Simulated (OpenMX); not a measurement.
Si:

```
Si
1.0
    -2.37137    2.37137    1.32927
     2.37137   -2.37137    1.32927
     2.37137    2.37137   -1.32927
Si
2
Cartesian
  0.0000 0.0000 1.3293
  2.3714 0.0000 0.6646
```

This isn't the form of Si at room conditions, which is diamond.

Base run:

| Item | Value |
| --- | --- |
| Program | OpenMX 3.8.5 |
| Functional | PBE |
| Dispersion | D3(BJ) |
| Potentials or basis | OpenMX 2013 PBE set, Si7.0-s2p2d1, grid cutoff 300 Ry |
| k mesh | 9 × 9 × 9 |
| Occupations | fermi-dirac, width 0.05 eV |
| Spin | no spin polarisation |

Its results: band gap on the k mesh none (metal or under the smearing width); pressure -0.1 GPa.

**Question.** The run is repeated on the same cell with these changes: dispersion from D3(BJ) to D3. What comes out?

**Answer.** Band gap on the k mesh none (metal or under the smearing width); pressure 2.4 GPa.

Caveats: the basis of atomic orbitals isn't converged, which shifts pressures, moduli and gaps; pairwise dispersion overbinds metals, which lowers pressure and volume.
